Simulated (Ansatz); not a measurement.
AlN: rattling a relaxed structure

It was reached by relaxing an invented guess, and it needn't be the stable form of this composition.

All numbers below come from Ansatz, DFT PBE, scalar-relativistic, plane waves, PAW. Plane waves to 420 eV, a k mesh through Γ of 12×12×2 on the computed 12-atom cell and Gaussian smearing (0.02 eV); no spin polarisation.

The cell below (12 atoms, space group P6_3mc (No. 186)) is relaxed within its symmetry.

```
CELL_PARAMETERS angstrom
3.11818 0.00000 0.00000
-1.55909 2.70042 0.00000
0.00000 0.00000 15.19836
ATOMIC_POSITIONS crystal
Al 0.00000 0.00000 0.18764
Al 0.00000 0.00000 0.68764
Al 0.33333 0.66667 0.52055
Al 0.66667 0.33333 0.02055
Al 0.33333 0.66667 0.85340
Al 0.66667 0.33333 0.35340
N 0.00000 0.00000 0.31279
N 0.00000 0.00000 0.81279
N 0.33333 0.66667 0.97926
N 0.66667 0.33333 0.47926
N 0.33333 0.66667 0.64637
N 0.66667 0.33333 0.14637
```

For the test it was strained at random (σ = 1.5 % a component), the atoms were moved at random (σ = 0.15 Å), and all was relaxed again on a coarse 6×6×1 mesh (in the run’s order of axes) with 0.10 eV smearing, with no symmetry imposed.

Q: Does it come back?

A: It returns, within 1 meV/atom of the unmoved cell on that mesh and with the same symmetry when read at 0.1 Å. So it is stable against the distortions that fit this cell and that this random move excites. Modes that don't fit the cell aren't tested.
